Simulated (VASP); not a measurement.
The system is HfO2.

```
CELL_PARAMETERS angstrom
5.11800 0.00000 0.00000
0.00000 5.18570 0.00000
-0.85866 0.00000 5.21387
ATOMIC_POSITIONS crystal
Hf 0.27550 0.03970 0.20800
Hf 0.72450 0.53970 0.29200
Hf 0.72450 0.96030 0.79200
Hf 0.27550 0.46030 0.70800
O 0.44870 0.75810 0.48010
O 0.55130 0.25810 0.01990
O 0.55130 0.24190 0.51990
O 0.44870 0.74190 0.98010
O 0.07420 0.33160 0.34670
O 0.92580 0.83160 0.15330
O 0.92580 0.66840 0.65330
O 0.07420 0.16840 0.84670
```

Base run:

| Property | Result |
| --- | --- |
| Program | VASP 6.6.1 |
| Functional | r2SCAN |
| Potentials or basis | VASP PAW PBE potentials, release 64 (Hf_pv, O) |
| Cutoff | 520 eV |
| k mesh | 4 × 4 × 4 |
| Occupations | gaussian, width 0.05 eV |
| Spin | no spin polarisation |

Its results: band gap on the k mesh 4.62 eV, indirect (least direct gap 4.71 eV); pressure -3.1 GPa; largest force 0.435 eV/Å.

Task: The run is repeated on the same cell with these changes: functional from r2SCAN to SCAN. What comes out?

Result: Band gap on the k mesh 4.54 eV, indirect (least direct gap 4.63 eV); pressure -5.7 GPa; largest force 0.420 eV/Å.

Caveats: the PAW data sets were made with another functional, which shifts forces and pressure a little; spin-orbit coupling is left out, which moves the levels of the heavy elements.

A k mesh can miss the band edges.

Not every run made on this cell is shown here.
